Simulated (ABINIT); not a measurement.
Crystal: AgBr.

```xyz
2
Lattice="0.0000 2.8702 2.8702 2.8702 0.0000 2.8702 2.8702 2.8702 0.0000" Properties=species:S:1:pos:R:3 pbc="T T T"
Ag    0.0000    0.0000    0.0000
Br    2.8702    2.8702    2.8702
```

Program: ABINIT 10.8.3 (patched build). Alike in all runs: potentials or basis JTH PAW PBE v2.0; no spin polarisation; cell as given; smearing fermi-dirac 0.05 eV.

Problem. Order these runs on this cell by their band gap on the k mesh, lowest first.
A. level PBE; k mesh 5 × 5 × 5; cutoff (eV) 463; fine-grid cutoff 925.187 eV
B. level AM05; k mesh 8 × 8 × 8; cutoff (eV) 463; fine-grid cutoff 925.187 eV
C. level r2SCAN; k mesh 8 × 8 × 8; cutoff (eV) 544; fine-grid cutoff 1088.46 eV

Solution. B (0.59 eV), A (0.81 eV), C (1.23 eV).

Caveats: an odd mesh through Γ misses points on the zone boundary, where band edges often lie (some runs).

A k mesh can miss the band edges, odd and even meshes differently.
